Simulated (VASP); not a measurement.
**BAs: band structure with TPSS**

Crystal: BAs.

```
CELL_PARAMETERS angstrom
0.00000 2.38850 2.38850
2.38850 0.00000 2.38850
2.38850 2.38850 0.00000
ATOMIC_POSITIONS crystal
As 0.75000 0.75000 0.75000
B 0.00000 0.00000 0.00000
```

* Program: VASP 6.6.1
* Task: band structure
* Functional: TPSS
* Potentials or basis: VASP PAW PBE potentials, release 64 (As, B)
* Cutoff: 520 eV
* k mesh: 10 × 10 × 10
* Occupations: fermi-dirac, width 0.05 eV
* Spin: no spin polarisation
* Further INCAR settings: ALGO = Normal; EDIFF = 1e-06; NBANDS = 11

* Pressure: 2.7 GPa
* Band gap on the k mesh: 1.16 eV, indirect (least direct gap 3.37 eV)
* Band gap along the path: 1.16 eV, indirect (least direct gap 3.37 eV)

Levels at the corners of the path, in eV from the valence-band top:
```csv
point,band 1,band 2,band 3,band 4,band 5,band 6,band 7,band 8,band 9
Γ,-15.66,0.00,0.00,0.00,3.37,3.37,3.37,4.81,9.51
X,-11.36,-8.73,-4.15,-4.15,1.39,1.45,11.64,11.64,13.07
X,-11.36,-8.73,-4.15,-4.15,1.39,1.45,11.64,11.64,13.07
W,-11.19,-8.25,-5.59,-5.29,5.30,6.14,6.81,7.15,12.52
W,-11.19,-8.25,-5.59,-5.29,5.30,6.14,6.81,7.15,12.52
K,-11.40,-8.34,-6.07,-3.54,2.04,5.63,9.43,9.94,10.72
K,-11.40,-8.34,-6.07,-3.54,2.04,5.63,9.43,9.94,10.72
Γ,-15.66,0.00,0.00,0.00,3.37,3.37,3.37,4.81,9.51
Γ,-15.66,0.00,0.00,0.00,3.37,3.37,3.37,4.81,9.51
L,-12.72,-8.97,-1.85,-1.85,2.74,4.89,4.89,8.87,12.81
L,-12.72,-8.97,-1.85,-1.85,2.74,4.89,4.89,8.87,12.81
U,-11.40,-8.34,-6.07,-3.54,2.04,5.63,9.43,9.94,10.72
U,-11.40,-8.34,-6.07,-3.54,2.04,5.63,9.43,9.94,10.72
W,-11.19,-8.25,-5.59,-5.29,5.30,6.14,6.81,7.15,12.52
W,-11.19,-8.25,-5.59,-5.29,5.30,6.14,6.81,7.15,12.52
L,-12.72,-8.97,-1.85,-1.85,2.74,4.89,4.89,8.87,12.81
L,-12.72,-8.97,-1.85,-1.85,2.74,4.89,4.89,8.87,12.81
K,-11.40,-8.34,-6.07,-3.54,2.04,5.63,9.43,9.94,10.72
U,-11.40,-8.34,-6.07,-3.54,2.04,5.63,9.43,9.94,10.72
X,-11.36,-8.73,-4.15,-4.15,1.39,1.45,11.64,11.64,13.07
```

Run time: 2 min on 1 thread of Intel(R) Xeon(R) Platinum 8488C (Sapphire Rapids), on a shared host, peak memory 0.17 GiB.

Caveat: the PAW data sets were made with another functional, which shifts forces and pressure a little. TPSS opens gaps a little over a GGA but as a rule still falls short of measured ones.
